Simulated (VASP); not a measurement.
# TiB2 (P6/mmm) in VASP: further runs

Aim: see how the results for TiB2 move with the level of theory and the settings. Levels: PBEsol, r2SCAN. Tasks: phonons, elastic constants, equation of state.

Everything below comes from runs of VASP 6.6.1. Logs are shortened: lines on timing, memory, paths and dates and some standing lists are left out, and cuts for length are marked.

### 1 The crystal as given

The structure is hexagonal, space group P6/mmm (No. 191). Conventional cell: a = 3.029 Å, b = 3.029 Å, c = 3.228 Å, α = 90.00°, β = 90.00°, γ = 120.00°. Around Ti (site symmetry 6/mmm) lie 12 B at 2.38 Å. B (site symmetry -6m2) is surrounded by 3 B at 1.75 Å.

### 2 Phonons, PBEsol

The input, POSCAR:

```
TiB2
1.0
    3.0292000000      0.0000000000      0.0000000000
   -1.5146000000      2.6233641531      0.0000000000
    0.0000000000      0.0000000000      3.2284000000
Ti B
1 2
Direct
    0.0000000000      0.0000000000      0.0000000000
    0.6666666667      0.3333333333      0.5000000000
    0.3333333333      0.6666666667      0.5000000000
```

The input, INCAR.step1:

```
SYSTEM = TiB2
PREC = Accurate
ENCUT = 600
EDIFF = 1E-8
ISMEAR = 0
SIGMA = 0.02
LREAL = .False.
LASPH = .True.
NELM = 100
ALGO = Normal
ISIF = 3
LWAVE = .False.
LCHARG = .False.
GGA = PS
IBRION = 2
NSW = 40
EDIFFG = -0.002
```

The input, INCAR.step2:

```
SYSTEM = TiB2
PREC = Accurate
ENCUT = 600
EDIFF = 1E-8
ISMEAR = 0
SIGMA = 0.02
LREAL = .False.
LASPH = .True.
NELM = 100
ALGO = Normal
ISIF = 2
LWAVE = .False.
LCHARG = .False.
GGA = PS
IBRION = 6
NFREE = 2
POTIM = 0.015
NSW = 1
```

The input, KPOINTS:

```
Automatic mesh
0
Gamma
  7 7 6
  0 0 0
```

Potentials or basis: VASP PAW PBE potentials, release 64 (Ti_sv, B).

Started as:

```
> cat potpaw_PBE.64/Ti_sv/POTCAR potpaw_PBE.64/B/POTCAR > POTCAR
> cp INCAR.step1 INCAR
> mpirun -np 1 vasp_std > vasp.out
> cp CONTCAR POSCAR
> cp INCAR.step2 INCAR
> mpirun -np 1 vasp_std > vasp.out
```

OUTCAR:

```text
SYSTEM = TiB2
   PREC = Accurate
   ENCUT = 600
   EDIFF = 1E-8
   ISMEAR = 0
   LREAL = .False.
   LASPH = .True.
   NELM = 100
   ISIF = 2
   GGA = PS
   IBRION = 6
   NFREE = 2
   POTIM = 0.015
   NSW = 1

 ion  position               nearest neighbor table
   1  0.000  0.000  0.000-   2 2.36   3 2.36   2 2.36   3 2.36   3 2.36   3 2.36   2 2.36   2 2.36
                             2 2.36   2 2.36   3 2.36   3 2.36
   2  0.667  0.333  0.500-   3 1.74   3 1.74   3 1.74   1 2.36   1 2.36   1 2.36   1 2.36   1 2.36
                             1 2.36
   3  0.333  0.667  0.500-   2 1.74   2 1.74   2 1.74   1 2.36   1 2.36   1 2.36   1 2.36   1 2.36
                             1 2.36

  LATTYP: Found a hexagonal cell.
 ALAT       =     3.0206163677
 C/A-ratio  =     1.0530771466

  Lattice vectors:

 A1 = (   3.0206163677,   0.0000000000,   0.0000000000)
 A2 = (  -1.5103081839,   2.6159305095,   0.0000000000)
 A3 = (   0.0000000000,   0.0000000000,   3.1809420655)

Analysis of symmetry for initial positions (statically):
=====================================================================
 Subroutine PRICEL returns:
 Original cell was already a primitive cell.

 Routine SETGRP: Setting up the symmetry group for a
 hexagonal supercell.

 Subroutine GETGRP returns: Found 24 space group operations
 (whereof 24 operations were pure point group operations)
 out of a pool of 24 trial point group operations.

The static configuration has the point symmetry D_6h.

Analysis of symmetry for dynamics (positions and initial velocities):
=====================================================================
 Subroutine PRICEL returns:
 Original cell was already a primitive cell.

 Routine SETGRP: Setting up the symmetry group for a
 hexagonal supercell.

 Subroutine GETGRP returns: Found 24 space group operations
 (whereof 24 operations were pure point group operations)
 out of a pool of 24 trial point group operations.

The dynamic configuration has the point symmetry D_6h.

 Subroutine INISYM returns: Found 24 space group operations
 (whereof 24 operations are pure point group operations),
 and found     1 'primitive' translations

----------------------------------------------------------------------------------------

                                     Primitive cell

  volume of cell :      25.1349

  direct lattice vectors                    reciprocal lattice vectors
     3.020616368  0.000000000  0.000000000     0.331058260  0.191136576  0.000000000
    -1.510308184  2.615930509  0.000000000     0.000000000  0.382273152  0.000000000
     0.000000000  0.000000000  3.180942066     0.000000000  0.000000000  0.314372277

  length of vectors
     3.020616368  3.020616368  3.180942066     0.382273152  0.382273152  0.314372277

  position of ions in fractional coordinates (direct lattice)
     0.000000000  0.000000000  0.000000000
     0.666666667  0.333333333  0.500000000
     0.333333333  0.666666667  0.500000000

  ion indices of the primitive-cell ions
   primitive index   ion index
                 1           1
                 2           2
                 3           3

----------------------------------------------------------------------------------------

 KPOINTS: Automatic mesh

Automatic generation of k-mesh.
 Grid dimensions read from file:
 generate k-points for:    7    7    6

 Generating k-lattice:

  Cartesian coordinates                     Fractional coordinates (reciprocal lattice)
[... 67 lines left out ...]
   ISYM   =      2    0-nonsym 1-usesym 2-fastsym
   POTIM  = 0.0150    time-step for ionic-motion
   TEBEG  =    0.0;   TEEND  =   0.0 temperature during run
   PSTRESS=    0.0 pullay stress
   NELECT =      18.0000    total number of electrons
   NUPDOWN=      -1.0000    fix difference up-down
   EMIN   =  10.00;   EMAX   =-10.00  energy-range for DOS
   EFERMI =   0.00;   METHOD = LEGACY
   ISMEAR =     0;   SIGMA  =   0.02  broadening in eV -4-tet -1-fermi 0-gaus
   EFERMI_NEDOS =   21; number of points for ismear=-14 and -15
[... 38 lines left out ...]
  ---------------------------------------------------
  free energy    TOTEN  =       -25.78958046 eV

  energy without entropy =      -25.78940346  energy(sigma->0) =      -25.78949196

 E-fermi :  10.1204     XC(G=0): -12.9738

 val. band max:        9.8612241020   @ k =   0.0000   0.0000   0.5000
 cond. band min:      10.1399475520   @ k =   0.1429   0.1429   0.1667
 fundamental gap:      0.2787234500
 Fermi energy:        10.1203890615

 k-point     1 :       0.0000    0.0000    0.0000
  band No.  band energies     occupation
      1     -46.5055      2.00000
      2     -22.9616      2.00000
      3     -22.6460      2.00000
      4     -22.6460      2.00000
      5      -3.4297      2.00000
      6       7.4160      2.00000
      7       7.4160      2.00000
      8       7.9153      2.00000
      9       8.0079      2.00000
     10      12.0903      0.00000
     11      12.0903      0.00000
     12      13.9872      0.00000
     13      13.9872      0.00000
[... 354 lines left out ...]
  band No.  band energies     occupation
      1     -46.4288      2.00000
      2     -23.0358      2.00000
      3     -22.9652      2.00000
      4     -22.8560      2.00000
      5       0.8387      2.00000
      6       2.3139      2.00000
      7       4.1415      2.00000
      8       6.8222      2.00000
      9       7.3901      2.00000
     10      12.5070      0.00000
     11      13.3543      0.00000
     12      13.8088      0.00000
     13      15.2637      0.00000

 [... further k-points ...]
[... 5 lines left out ...]
  --------------------------------------------------------------------------------------
  -------------------------------------------------------------------------------------
  Total        0.0030589      0.0030589      0.0023099      0.0000000      0.0000000      0.0000000
  in kB        0.1949819      0.1949819      0.1472423      0.0000000      0.0000000      0.0000000
  external PRESSURE =       0.1790687 kB  Pullay stress =       0.0000000 kB
[... 18 lines left out ...]
  FREE ENERGIE OF THE ION-ELECTRON SYSTEM (eV)
  ---------------------------------------------------
  free  energy   TOTEN  =       -25.7895804577 eV

  energy  without entropy=      -25.7894034642  energy(sigma->0) =      -25.78949196

 INTERNAL STRAIN TENSORS FROM DISPLACED ATOMS
 ============================================

 INTERNAL STRAIN TENSOR FOR ION    1 for displacements in x,y,z  (eV/Angst):
          X           Y           Z          XY          YZ          ZX
  --------------------------------------------------------------------------------
  x     0.00000     0.00000     0.00000     0.00000     0.00000     0.00000
  y     0.00000     0.00000     0.00000     0.00000     0.00000     0.00000
  z     0.00000     0.00000     0.00000     0.00000     0.00000     0.00000

 INTERNAL STRAIN TENSOR FOR ION    3 for displacements in x,y,z  (eV/Angst):
          X           Y           Z          XY          YZ          ZX
  --------------------------------------------------------------------------------
  x     0.00000     0.00000     0.00000    -3.30671     0.00000     0.00000
  y    -3.30671     3.30671     0.00000     0.00000     0.00000     0.00000
  z     0.00000     0.00000     0.00000     0.00000     0.00000     0.00000

 Eigenvectors and eigenvalues of the dynamical matrix
 ----------------------------------------------------

   1 f  =   27.273719 THz   171.365830 2PiTHz  909.753339 cm-1   112.794988 meV
             X         Y         Z           dx          dy          dz
      0.000000  0.000000  0.000000     0.000000    0.000000    0.000000
      1.510308  0.871977  1.590471     0.707107    0.000001   -0.000000
     -0.000000  1.743954  1.590471    -0.707107   -0.000001    0.000000
[... 43 lines left out ...]
   9 f/i=    0.004959 THz     0.031157 2PiTHz    0.165407 cm-1     0.020508 meV
             X         Y         Z           dx          dy          dz
      0.000000  0.000000  0.000000    -0.000000   -0.000000   -0.829823
      1.510308  0.871977  1.590471    -0.000000   -0.000000   -0.394585
     -0.000000  1.743954  1.590471    -0.000000   -0.000000   -0.394585

 ELASTIC MODULI CONTR FROM IONIC RELAXATION (kBar)
 Direction    XX          YY          ZZ          XY          YZ          ZX
 --------------------------------------------------------------------------------
 XX         -42.3645     42.3645      0.0000      0.0000      0.0000      0.0000
 YY          42.3645    -42.3645      0.0000     -0.0000      0.0000      0.0000
 ZZ           0.0000      0.0000      0.0000      0.0000      0.0000      0.0000
 XY           0.0000     -0.0000      0.0000    -42.3645      0.0000      0.0000
 YZ           0.0000      0.0000      0.0000      0.0000      0.0000      0.0000
 ZX           0.0000      0.0000      0.0000      0.0000      0.0000      0.0000
 --------------------------------------------------------------------------------
```

Run time: 96 s. Hardware: 1 thread of Intel Xeon Platinum 8488C (Sapphire Rapids), shared host; peak memory 0.2 GiB.

What came out:

- Relaxed volume: 8.38 Å³/atom
- Relaxed cell: a = 3.021 Å, b = 3.021 Å, c = 3.181 Å, α = 90.00°, β = 90.00°, γ = 120.00°
- Space group after relaxing (to 0.05 Å): P6/mmm (No. 191)
- Highest phonon frequency at Γ, LO-TO splitting left out: 910 cm⁻¹

Step by step:
```
step  energy change (eV)  largest force (eV/Å)  pressure (GPa)  volume (Å³)
   1              0.0000                0.0000           -4.82        25.66
   2             -0.0042                0.0000            4.77        24.71
   3             -0.0097                0.0000            0.50        25.11
   4             -0.0105                0.0000           -0.06        25.14
   5             -0.0105                0.0000            0.00        25.13
```

Final structure:
```
Ti B
1.0
     3.02062    0.00000    0.00000
    -1.51031    2.61593    0.00000
     0.00000    0.00000    3.18094
Ti B
1 2
Direct
  0.00000 0.00000 0.00000
  0.66667 0.33333 0.50000
  0.33333 0.66667 0.50000
```

Phonon frequencies in cm⁻¹ (negative: imaginary):
```csv
q point,frequencies
"(0.000, 0.000, 0.000)",0 0 0 519 534 534 560 910 910
```

Caveat: the PAW data sets were made with another functional, which shifts forces and pressure a little.

### 3 Elastic constants, PBEsol

POSCAR is that of step 2.

The input, INCAR.step1:

```
PREC = Accurate
ENCUT = 600
EDIFF = 1E-8
ISMEAR = 0
SIGMA = 0.02
LREAL = F
LASPH = T
NELM = 60
ALGO = Normal
ISIF = 3
LWAVE = F
LCHARG = F
GGA = PS
IBRION = 2
NSW = 40
EDIFFG = -0.002
```

The input, INCAR.step2:

```
PREC = Accurate
ENCUT = 600
EDIFF = 1E-8
ISMEAR = 0
SIGMA = 0.02
LREAL = F
LASPH = T
NELM = 60
ALGO = Normal
ISIF = 3
LWAVE = F
LCHARG = F
GGA = PS
IBRION = 6
NFREE = 2
POTIM = 0.015
NSW = 1
```

The input, KPOINTS:

```
regular mesh
0
Gamma
  7 7 6
```

Potentials or basis: VASP PAW PBE potentials, release 64 (Ti_sv, B).

Started as:

```
> cat potpaw_PBE.64/Ti_sv/POTCAR potpaw_PBE.64/B/POTCAR > POTCAR
> cp INCAR.step1 INCAR
> mpirun -np 1 vasp_std > vasp.out
> cp CONTCAR POSCAR
> cp INCAR.step2 INCAR
> mpirun -np 1 vasp_std > vasp.out
```

Wall time 3.6 min (1 thread of Intel Xeon Platinum 8488C (Sapphire Rapids), shared host); peak memory 0.21 GiB.

Results (log left out):

- Relaxed volume: 8.38 Å³/atom
- Relaxed cell: a = 3.021 Å, b = 3.021 Å, c = 3.181 Å, α = 90.00°, β = 90.00°, γ = 120.00°
- Space group after relaxing (to 0.05 Å): P6/mmm (No. 191)
- Voigt bulk modulus: 268 GPa
- Highest phonon frequency at Γ, LO-TO splitting left out: 910 cm⁻¹

The path:
| step | energy change (eV) | largest force (eV/Å) | pressure (GPa) | volume (Å³) |
| --- | --- | --- | --- | --- |
| 1 | 0.0000 | 0.0000 | -4.82 | 25.66 |
| 2 | -0.0042 | 0.0000 | 4.77 | 24.71 |
| 3 | -0.0097 | 0.0000 | 0.50 | 25.11 |
| 4 | -0.0105 | 0.0000 | -0.06 | 25.14 |
| 5 | -0.0105 | 0.0000 | 0.00 | 25.13 |

Final structure:
```xyz
3
Lattice="3.0206 0.0000 0.0000 -1.5103 2.6159 0.0000 0.0000 0.0000 3.1809" Properties=species:S:1:pos:R:3 pbc="T T T"
Ti    0.0000    0.0000    0.0000
B     1.5103    0.8720    1.5905
B     0.0000    1.7440    1.5905
```

Phonon frequencies in cm⁻¹ (negative: imaginary):
```
              q point                    frequencies
(0.000, 0.000, 0.000)  0 0 0 519 534 534 560 910 910
```

Elastic tensor in Voigt notation (GPa, in the Cartesian axes of the cell as first typed):
```
693  63 102   0   0   0
 63 693 102   0   0   0
102 102 490   0   0   0
  0   0   0 273   0   0
  0   0   0   0 273   0
  0   0   0   0   0 315
```

Clamped-ion elastic tensor (GPa):
```
697  59 102   0   0   0
 59 697 102   0   0   0
102 102 490   0   0   0
  0   0   0 273   0   0
  0   0   0   0 273   0
  0   0   0   0   0 319
```

Caveat: the PAW data sets were made with another functional, which shifts forces and pressure a little.

### 4 Equation of state, r2SCAN, 8.19 Å³/atom (a relaxed cell with its volume scaled by 0.96)

The input, INCAR:

```
PREC = Accurate ; ENCUT = 520
EDIFF = 1E-6 ; ISMEAR = -1
SIGMA = 0.05 ; LREAL = F
LASPH = T ; NELM = 100
ALGO = Normal ; ISIF = 2
LWAVE = F ; LCHARG = F
METAGGA = R2SCAN ; LMIXTAU = T
```

The input, KPOINTS:

```
Automatic mesh
0
Gamma
  8 8 8
```

The input, POSCAR:

```
TiB2                                    
1.0
    2.9884748843     -0.0000000000     -0.0000000000
   -1.4942374421      2.5880951683      0.0000000000
    0.0000000000     -0.0000000000      3.1782550097
  Ti              B             
     1     2
Direct
     0.0000000000000000    0.0000000000000000    0.0000000000000000
     0.6666666667000030    0.3333333332999970    0.5000000000000000
     0.3333333332999970    0.6666666667000030    0.5000000000000000
```

Started as:

```
> cat potpaw_PBE.64/Ti_sv/POTCAR potpaw_PBE.64/B/POTCAR > POTCAR
> mpirun -np 1 vasp_std > vasp.out
```

Run time: 33 s. Hardware: 1 thread of Intel Xeon 6975P-C (Granite Rapids), shared host; peak memory 0.15 GiB.

It converged, with:

| Quantity | Value |
| --- | --- |
| Free energy | -30.9395 eV |
| Pressure | 11.6 GPa |
| Band gap on the k mesh | none (metal or under the smearing width) |

Caveat: the PAW data sets were made with another functional, which shifts forces and pressure a little.

### 5 Equation of state, r2SCAN, 8.36 Å³/atom (a relaxed cell with its volume scaled by 0.98)

INCAR is that of step 4.

KPOINTS is that of step 4.

The input, POSCAR:

```
TiB2                                    
1.0
    3.0090857072     -0.0000000000     -0.0000000000
   -1.5045428536      2.6059446646      0.0000000000
    0.0000000000     -0.0000000000      3.2001747024
  Ti              B             
     1     2
Direct
     0.0000000000000000    0.0000000000000000    0.0000000000000000
     0.6666666667000030    0.3333333332999970    0.5000000000000000
     0.3333333332999970    0.6666666667000030    0.5000000000000000
```

Started as:

```
> cat potpaw_PBE.64/Ti_sv/POTCAR potpaw_PBE.64/B/POTCAR > POTCAR
> mpirun -np 1 vasp_std > vasp.out
```

It took 28 s on 1 thread of Intel Xeon 6975P-C (Granite Rapids), shared host; peak memory 0.15 GiB.

The run converged. Its results:

| Property | Result |
| --- | --- |
| Free energy | -30.9672 eV |
| Pressure | 5.5 GPa |
| Band gap on the k mesh | none (metal or under the smearing width) |

Caveat: the PAW data sets were made with another functional, which shifts forces and pressure a little.

### 6 Equation of state, r2SCAN, 8.54 Å³/atom

INCAR is that of step 5.

KPOINTS is that of step 5.

The input, POSCAR:

```
TiB2                                    
1.0
    3.0294179841     -0.0000000000     -0.0000000000
   -1.5147089921      2.6235529329      0.0000000000
    0.0000000000     -0.0000000000      3.2217981604
  Ti              B             
     1     2
Direct
     0.0000000000000000    0.0000000000000000    0.0000000000000000
     0.6666666667000030    0.3333333332999970    0.5000000000000000
     0.3333333332999970    0.6666666667000030    0.5000000000000000
```

Potentials or basis: VASP PAW PBE potentials, release 64 (Ti_sv, B).

Started as:

```
> cat potpaw_PBE.64/Ti_sv/POTCAR potpaw_PBE.64/B/POTCAR > POTCAR
> mpirun -np 1 vasp_std > vasp.out
```

Wall time 32 s (1 thread of Intel Xeon 6975P-C (Granite Rapids), shared host); peak memory 0.15 GiB.

It converged, with:

- Free energy: -30.9764 eV
- Pressure: 0.0 GPa
- Band gap on the k mesh: none (metal or under the smearing width)

Caveat: the PAW data sets were made with another functional, which shifts forces and pressure a little.

### 7 Equation of state, r2SCAN, 8.71 Å³/atom (a relaxed cell with its volume scaled by 1.02)

INCAR is that of step 6.

KPOINTS is that of step 6.

The input, POSCAR:

```
TiB2                                    
1.0
    3.0494809396     -0.0000000000     -0.0000000000
   -1.5247404698      2.6409279620      0.0000000000
    0.0000000000     -0.0000000000      3.2431351939
  Ti              B             
     1     2
Direct
     0.0000000000000000    0.0000000000000000    0.0000000000000000
     0.6666666667000030    0.3333333332999970    0.5000000000000000
     0.3333333332999970    0.6666666667000030    0.5000000000000000
```

Started as:

```
> cat potpaw_PBE.64/Ti_sv/POTCAR potpaw_PBE.64/B/POTCAR > POTCAR
> mpirun -np 1 vasp_std > vasp.out
```

Wall time 28 s (1 thread of Intel Xeon 6975P-C (Granite Rapids), shared host); peak memory 0.15 GiB.

It converged, with:

```
Free energy            : -30.9688 eV
Pressure               : -5.0 GPa
Band gap on the k mesh : none (metal or under the smearing width)
```

Caveat: the PAW data sets were made with another functional, which shifts forces and pressure a little.

### 8 Equation of state, r2SCAN, 8.88 Å³/atom (a relaxed cell with its volume scaled by 1.04)

INCAR is that of step 7.

KPOINTS is that of step 7.

The input, POSCAR:

```
TiB2                                    
1.0
    3.0692833187     -0.0000000000     -0.0000000000
   -1.5346416594      2.6580773254      0.0000000000
    0.0000000000     -0.0000000000      3.2641951034
  Ti              B             
     1     2
Direct
     0.0000000000000000    0.0000000000000000    0.0000000000000000
     0.6666666667000030    0.3333333332999970    0.5000000000000000
     0.3333333332999970    0.6666666667000030    0.5000000000000000
```

Started as:

```
> cat potpaw_PBE.64/Ti_sv/POTCAR potpaw_PBE.64/B/POTCAR > POTCAR
> mpirun -np 1 vasp_std > vasp.out
```

It took 29 s on 1 thread of Intel Xeon 6975P-C (Granite Rapids), shared host; peak memory 0.15 GiB.

The run converged. Its results:

| Quantity | Value |
| --- | --- |
| Free energy | -30.9459 eV |
| Pressure | -9.5 GPa |
| Band gap on the k mesh | none (metal or under the smearing width) |

Caveat: the PAW data sets were made with another functional, which shifts forces and pressure a little.

### 9 Equation of state, r2SCAN

Potentials or basis: VASP PAW PBE potentials, release 64 (Ti_sv, B).

No new run: the results of the series are fitted here.

What came out:

```yaml
Equilibrium_volume: 8.54 Å³/atom
Bulk_modulus_at_fixed_shape_and_positions: 262 GPa
Pressure_derivative_of_the_bulk_modulus: "3.8 (rough: it moves with the points fitted)"
```

Energy against volume, from the lowest point:
```
volume (Å³/atom)  energy (meV/atom)
           8.194              12.29
           8.365               3.06
           8.535               0.00
           8.706               2.53
           8.877              10.17
```

Caveat: the cell was scaled at fixed shape and fractional positions, which overstates the stiffness of a crystal with free parameters, most of all of layers and chains; the PAW data sets were made with another functional, which shifts forces and pressure a little.

### 10 The reference run

An earlier run on the cell as given: functional PBE; potentials or basis VASP PAW PBE potentials, release 64 (Ti_sv, B); cutoff 520 eV; k mesh 10 × 10 × 8; occupations fermi-dirac, width 0.05 eV; no spin polarisation.

* Pressure: 0.5 GPa
* Band gap on the k mesh: none (metal or under the smearing width)
